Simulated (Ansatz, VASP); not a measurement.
# CuAu: VASP beside Ansatz

INCAR

```
PREC = Accurate
ENCUT = 520
EDIFF = 1E-6
ISMEAR = -1
SIGMA = 0.05
LREAL = F
LASPH = T
NELM = 60
ALGO = Fast
ISIF = 2
LWAVE = F
LCHARG = F
GGA = PS
NBANDS = 18
```

KPOINTS

```
regular mesh
0
Gamma
  11 11 11
```

Contents of POSCAR:

```
CuAu
1.0
    1.4333716108      0.8275574853      4.2276049958
   -1.4333716108      0.8275574853      4.2276049958
    0.0000000000     -1.6551149707      4.2276049958
Au Cu
1 1
Direct
    0.0000000000      0.0000000000      0.0000000000
    0.5000000000      0.5000000000      0.5000000000
```

Contents of input.yaml:

```yaml
crystal:
  lattice:
    - [1.4333716108, 0.8275574853, 4.2276049958]
    - [-1.4333716108, 0.8275574853, 4.2276049958]
    - [0.0, -1.6551149707, 4.2276049958]
  atoms:
    - { symbol: Au, position: [0.0, 0.0, 0.0] }
    - { symbol: Cu, position: [0.5, 0.5, 0.5] }
hamiltonian:
  xc: pbesol
  pseudopotentials: { kind: paw }
kpoints:
  mp_grid: { grid: [11, 11, 11] }
scf:
  occupations: { method: fermi_dirac, width: 0.05 }
output:
  forces: true
  stress: true
  eigenvalues: true
  write_density: true
  write_potential: true
  elf: true
  volumetric_format: npy
```

The cell comes from a database or a generator and needn't be the stable form of this composition.

Alike in both runs: task single point; functional PBEsol; k mesh 11 × 11 × 11; occupations fermi-dirac, width 0.05 eV; no spin polarisation.

```csv
,VASP,Ansatz
version,VASP 6.6.1,Ansatz 0.2.0
potentials or method,"VASP PAW PBE potentials, release 64 (Au, Cu)",Ansatz PAW
plane-wave cutoff (eV),520,420
valence electrons in the cell,22,38
```

Ansatz gave:

| Quantity | Value |
| --- | --- |
| gap on the k mesh at the Fermi level (eV) | none |
| pressure (GPa) | -5.5 |
| largest component of the traceless stress (GPa) | 1.27 |

What did VASP give for the same quantities?

gap on the k mesh at the Fermi level (eV): none; pressure (GPa): -5.4; largest component of the traceless stress (GPa): 1.40.

A gap of «none» marks a metal or a gap that the smearing closes. The functional is the same, so the differences come from potentials, cutoffs and numerics. The two sets of potentials don't hold the same shells in valence.

Caveats: the PAW data sets were made with another functional, which shifts forces and pressure a little (VASP); the PAW data sets come from PBE, with cores solved anew for the run's functional, which leaves a small shift of forces and pressure (Ansatz). Spin-orbit coupling is left out, which matters for the levels of Au.
